## Question

Several programs compute fcc nickel with the same density functional, PBE. All start from a ferromagnetic state, though the size of the starting moment isn't recorded for FLEUR. The programs differ in the basis and in the treatment of the inner electrons. The results of FLEUR, an all-electron program, are withheld.

PBE calculations of fcc nickel with collinear spins and no spin-orbit coupling, on a 13×13×13 k mesh with Fermi-Dirac smearing of 0.05 eV. Volume, modulus and slope come from Birch-Murnaghan fits to static-lattice energies at seven volumes from 9.86 to 11.12 Å³/atom. Basis values in eV are plane-wave cutoffs, except where marked as a basis error; Kmax is in bohr⁻¹.

| program | potentials | basis | equilibrium volume (Å³/atom) | bulk modulus (GPa) | bulk modulus slope |
| --- | --- | --- | --- | --- | --- |
| FLEUR | all electron | 4.08 Kmax | ? | ? | ? |
| Quantum ESPRESSO | SSSP 1.3 efficiency PBE | 748 eV | 10.884 | 200.80 | 4.860 |
| Ansatz LAPW | all electron LAPW, scalar relativistic | 0.0005 eV/atom basis error | 10.885 | 200.40 | 4.850 |
| Ansatz | Ansatz PAW | 420 eV | 10.887 | 200.50 | 4.840 |
| ABACUS | PseudoDojo NC SR 0.4.1 PBE standard | 1333 eV | 10.898 | 199.20 | 4.840 |
| JDFTx | PseudoDojo SR PBE 0.5 standard | 1333 eV | 10.899 | 198.70 | 4.880 |
| ABINIT | JTH PAW PBE v2.0 | 1116 eV | 10.948 | 196.90 | 5.000 |
| GPAW | GPAW PAW data sets (gpaw data 1.2.1) | 600 eV | 10.986 | 206.20 | 4.870 |

The equilibrium volume $V_0$ is the volume per atom at the lowest energy. The bulk modulus $B_0$ measures the resistance to uniform compression at that volume, and its slope $B'$ tells how fast this resistance grows with pressure.

1. ABINIT and GPAW both give a larger crystal than Ansatz LAPW. Explain how one of them can be softer and the other stiffer.
2. Predict the three results of FLEUR, with error bars.
3. Say how FLEUR's modulus should respond if the forecast of its volume misses.

## Model answer

**Why a larger crystal is usually softer.** The repulsion that resists compression fades quickly as atoms move apart, so nickel loses stiffness when it is stretched. Suppose now that two programs agree except for a constant extra pressure $P$ that pushes the atoms outwards in one of them. Their energies per atom then differ by a term linear in the volume:

$$E(V)=E_{\mathrm{ref}}(V)-PV .$$

The linear term moves the minimum to a larger volume but leaves the curvature at each volume as it was. Since the modulus is $V\,d^2E/dV^2$, the new crystal has the modulus that the reference crystal would have if stretched to the same size. For small shifts this gives

$$B_0\approx B_{\mathrm{ref}}\left(\frac{V_0}{V_{\mathrm{ref}}}\right)^{-B'} .$$

**ABINIT as a worked case.** Ansatz LAPW serves as the reference and supplies the constants; ABINIT has no part in setting them. ABINIT's volume is larger by $0.063/10.885$, or about 0.6 %. Multiplied by a slope of 4.85, this means a modulus lower by nearly 3 %, about 195 GPa.

ABINIT in fact gives 196.9 GPa, against 200.4 GPa for the reference. The model has the right direction but makes the drop too large by about 2 GPa. The energies along the volume scan show why the simple picture nearly works. Compared with LAPW, ABINIT has an extra outward pressure of 1.5 GPa in the most compressed cells and 1.2 GPa in the most expanded ones, so it is almost constant. The scans of ABINIT and GPAW have only one point beyond the minimum, which leaves their fitted moduli less well fixed than those of the other known rows.

**Why GPAW is different.** By the same rule GPAW should be softer still, at about 192 GPa, yet it has the highest modulus among the known rows, 206.2 GPa. Its extra pressure is far from constant: it falls from 3.6 GPa in the most compressed cells to 1.8 GPa in the most expanded ones. A push of this kind does two things at once. It enlarges the crystal, and because it grows when the atoms are squeezed together, it also makes squeezing harder.

This comparison takes apart the same energies from which the modulus comes. It shows what kind of difference separates GPAW from LAPW, but not where the difference arises. A different magnetic state is an unlikely source, because the two programs find nearly the same moment at the same volume. The PAW data set is a natural suspect, since errors close to the nuclei matter more as neighbours approach, but no run here tests it.

**The forecast for FLEUR.** FLEUR and Ansatz LAPW solve the same equations in a similar way. Both keep all electrons, with atom-like functions near the nuclei and plane waves between them. If the ferromagnetic start leads both to the same final magnetic state, this kinship is a good reason for taking the LAPW row unchanged as the forecast:

- equilibrium volume: 10.885 ± 0.02 Å³ per atom
- bulk modulus: 200.4 ± 3 GPa
- slope: 4.85 ± 0.15

The error bars are a judgement. Five known rows, all except ABINIT and GPAW, lie within 0.015 Å³ of one another in volume and within 2.1 GPa in modulus. These spreads are widened somewhat to allow for FLEUR's own basis, atomic spheres and fit. The error bars mark likely ranges, not limits.

The average of all known rows would be another possible forecast, at a volume of 10.91 Å³. It is set aside because ABINIT and GPAW pull it upwards, and their departures are more plausibly tied to their own data sets or bases than to PBE nickel itself. If FLEUR misses the forecast volume because of a nearly constant extra pressure, as ABINIT does, its modulus should move the opposite way: up for a smaller crystal, down for a larger one. An extra pressure that varies as strongly as GPAW's could break this rule.

## Result

The withheld rows as computed:

| program | potentials | basis | equilibrium volume (Å³/atom) | bulk modulus (GPa) | bulk modulus slope |
| --- | --- | --- | --- | --- | --- |
| FLEUR | all electron | 4.08 Kmax | 10.856 | 200.30 | 4.980 |

The volume is a miss. FLEUR's crystal is smaller than forecast by 0.029 Å³, which lies outside the error bar of 0.02 Å³. The average of the known rows would have missed by about twice as much.

The modulus agrees with the forecast to 0.1 GPa. The slope comes out higher by 0.13, inside its range but close to the edge. The fitted values don't bear out the conditional forecast: the crystal is smaller, but the modulus has not risen. How much weight this modulus can carry is taken up below.

## Remarks on the reasoning

**The good modulus may be luck.** A nickel crystal that followed the LAPW curve down to FLEUR's volume would have a modulus of about 203 GPa. FLEUR's fit gives 200.3 GPa. Before looking for a physical cause, one should ask how well the fit fixes this number. FLEUR's energies scatter about the fitted curve by 0.16 meV per atom, more than ten times as much as in any other row. A modulus lower by 3 GPa changes the energy one scan step away from the minimum by only about 0.04 meV, and farther out a change in the fitted slope can make up for much of the difference. The scatter could therefore hide the expected stiffening.

The smaller volume stands on firmer ground. From the most compressed cell to the most expanded one, FLEUR's energy rises by 4.6 meV per atom relative to that of LAPW, far more than the scatter. The rise is spread over the whole scan, as a steady inward pull would have it. Such a pull should make the crystal both smaller and stiffer, but only the first of these can be seen in this scan.

**A very small tilt in energy is enough.** The pressure that would bring the LAPW crystal to FLEUR's volume is roughly the modulus times the relative shift, $200\times0.029/10.9\approx0.5$ GPa. In terms of energy, this is a difference between the programs that changes by only about 3 meV per atom when the volume changes by 1 Å³. An error that stays the same at all volumes would not move the minimum at all. What matters is how the error varies along the scan, and a modest change in basis or in the treatment of the core could supply such a variation. A different magnetic state is a less likely source, since FLEUR also starts ferromagnetic, but it can't be ruled out because FLEUR's final moment isn't given here. Which of these acts is a guess; comparing the final moments and repeating both all-electron scans with tighter bases would be the first tests.

**The error bar trusted agreement too much.** Five rows that lie close together show that those runs agree, not that they have reached a common limit. The two all-electron results differ by about twice the volume range of that group. The small shifts of ABACUS and JDFTx from Ansatz LAPW, about 0.01 Å³, therefore can't be read as errors of their pseudopotentials: the all-electron reference is itself uncertain by more than that. ABINIT and GPAW are another matter, since their volumes lie well above both all-electron values.

**What this means in use.** A volume taken from one program isn't free of stress in another. If GPAW's nickel cell is put into Ansatz LAPW, it is too large by 0.9 %, which amounts to a tension of nearly 2 GPa before any real strain is applied. Someone who studies strained nickel should therefore find the unstrained cell with the same program, potentials and basis that will be used for the strained one. The differences between the rows reflect how the calculations were done; they are not a range of properties that real nickel might have.

The analysis printed below applies the stretching rule to every row, with its constants taken from Ansatz LAPW alone, and lists the extra pressures for the known rows.

Numerical output:

```
FLEUR volume forecast, error bar 0.02 (A^3/atom): 10.88
FLEUR volume computed (A^3/atom): 10.86
FLEUR volume, computed less forecast (A^3/atom): -0.029
FLEUR modulus forecast, error bar 3 (GPa): 200.4
FLEUR modulus computed (GPa): 200.3
FLEUR modulus, computed less forecast (GPa): -0.1
FLEUR modulus slope forecast, error bar 0.15: 4.85
FLEUR modulus slope computed: 4.98
FLEUR modulus slope, computed less forecast: 0.13
Rival forecast, average volume of the known rows (A^3/atom): 10.91
FLEUR volume, computed less rival forecast (A^3/atom): -0.05643
Volume range of the five close rows (A^3/atom): 0.015
Modulus range of the five close rows (GPa): 2.1
Against Ansatz LAPW:
               row  volume shift A^3  sliding modulus GPa  computed less sliding GPa  extra pressure compressed GPa  extra pressure expanded GPa
             FLEUR            -0.029                  203                      -2.71                            n/a                          n/a
  Quantum ESPRESSO            -0.001                200.5                     0.3107                       0.007635                      0.04581
       Ansatz LAPW                 0                200.4                          0                              0                            0
            Ansatz             0.002                200.2                     0.2785                        0.01527                      0.07635
            ABACUS             0.013                199.2                   -0.04325                         0.2062                       0.2978
             JDFTx             0.014                199.2                    -0.4546                         0.2062                       0.3054
            ABINIT             0.063                194.9                      2.031                          1.496                        1.168
              GPAW             0.101                191.6                      14.58                          3.571                        1.807
GPAW volume above Ansatz LAPW (percent): 0.9279
GPAW modulus above Ansatz LAPW (percent): 2.894
GPAW, rough extra modulus from the fall of its extra pressure (GPa): 18.47
ABINIT, rough extra modulus from the fall of its extra pressure (GPa): 3.426
Largest rounding error of a LAPW pressure from its printed energies (GPa): 0.07635
```
